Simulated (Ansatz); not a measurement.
Crystal: TiAl3.

```xyz
4
Lattice="2.8397 0.0000 0.0000 0.0000 4.6813 0.0000 0.0000 0.0000 4.9007" Properties=species:S:1:pos:R:3 pbc="T T T"
Ti    0.0000    2.3406    0.8131
Al    0.0000    0.0000    4.0965
Al    1.4198    0.0000    1.6217
Al    1.4198    2.3406    3.2701
```

The cell comes from a database or a generator and needn't be the stable form of this composition.

```yaml
Program: Ansatz 0.2.0
Task: single point
Functional: PBEsol
Potentials_or_basis: all-electron LAPW, scalar-relativistic
Cutoff: 229 eV (chosen from the basis error)
Basis_error_allowed: 0.001 eV/atom
k_mesh: 9 × 6 × 6
Occupations: fermi-dirac, width 0.05 eV
Spin: no spin polarisation
```

On this cell: pressure -2.4 GPa; largest force 0.049 eV/Å; band gap on the k mesh none (metal or under the smearing width).

The same run follows on a disturbed copy (atoms moved at random, drawn with an rms of 0.05 Å):

```
Ti Al
1.0
     2.83968    0.00000    0.00000
     0.00000    4.68126    0.00000
     0.00000    0.00000    4.90074
Ti Al
1 3
Direct
  0.99541 0.50053 0.16017
  0.99610 0.99596 0.83332
  0.49094 0.99972 0.32410
  0.49103 0.49562 0.67524
```

Problem. What changes?

Solution. The energy (extrapolated to zero smearing) moves by +4.5 meV/atom; pressure -2.2 GPa; largest force 0.458 eV/Å; band gap on the k mesh none (metal or under the smearing width).

Forces in eV/Å, atoms in the order of the input:
```
Ti  -0.062 -0.049  0.326
Al  -0.027  0.034 -0.045
Al   0.044 -0.006  0.174
Al   0.046  0.020 -0.456
```

Stress tensor (GPa, compression positive):
```
-3.96  0.00 -0.02
 0.00 -1.23 -0.07
-0.02 -0.07 -1.39
```
